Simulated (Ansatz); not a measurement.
**Which element?**

Cell vectors (Å):

```
2.8020 0.0000 0.0000
0.0000 2.8020 0.0000
0.0000 0.0000 2.8020
```

```
atom       a       b       c
  Fe  0.5000  0.5000  0.5000
   X  0.0000  0.0000  0.0000
```

All numbers below come from PBEsol, all-electron LAPW in Ansatz 0.2.0, scalar-relativistic, spin-polarised. k mesh 12×12×12, Fermi-Dirac smearing of 0.050 eV.

Harmonic phonons of a crystal by Kohn-Sham DFT at the given cell, standard atomic masses, acoustic sum rule imposed; negative wavenumbers are unstable modes.

```csv
point,q a (r.l.u.),q b (r.l.u.),q c (r.l.u.),branch,phonon wavenumber (cm⁻¹)
Gamma,0,0,0,4,257.5
X,0.5,0,0,1,209.7
X,0.5,0,0,3,218.8
X,0.5,0,0,5,254.1
X,0.5,0,0,6,285.1
M,0.5,0.5,0,1,160.1
M,0.5,0.5,0,3,195.6
M,0.5,0.5,0,4,197.1
M,0.5,0.5,0,5,316.4
R,0.5,0.5,0.5,1,249.3
R,0.5,0.5,0.5,4,253.6
```

Task: All X atoms are one element. Which one was computed?

Result: Co; the crystal is FeCo (Pm-3m).

Known limits: a lower magnetic state may exist; responses of metals move with mesh and smearing.
